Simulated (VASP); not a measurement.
Input of a VASP 6.6.1 run:

Contents of INCAR:

```
PREC = Accurate ; ENCUT = 520
EDIFF = 1E-6 ; ISMEAR = 0
SIGMA = 0.018000000000000002 ; LREAL = F
LASPH = T ; NELM = 100
ALGO = Fast ; ISIF = 2
LWAVE = F ; LCHARG = F
GGA = PE
```

File KPOINTS:

```
Automatic mesh
0
Gamma
  7 7 6
```

The input POSCAR:

```
PbS
1.0
    2.0799526950     -5.9912968650      0.0000000000
    2.0799526950      5.9912968650      0.0000000000
    0.0000000000      0.0000000000      4.2793209400
Pb S
2 2
Direct
    0.1305633500      0.8694366500      0.2500000000
    0.8694366500      0.1305633500      0.7500000000
    0.3547970900      0.6452029100      0.2500000000
    0.6452029100      0.3547970900      0.7500000000
```

Potentials or basis: VASP PAW PBE potentials, release 64 (Pb_d, S).

Launch:

```bash
$ cat potpaw_PBE.64/Pb_d/POTCAR potpaw_PBE.64/S/POTCAR > POTCAR
$ mpirun -np 1 vasp_std > vasp.out
```

What does it give for the pressure?

1.0 GPa.

What does it give for the largest force?

0.102 eV/Å.

Stress tensor (GPa, compression positive):
```
0.88 0.00 0.00
0.00 1.26 0.00
0.00 0.00 0.81
```
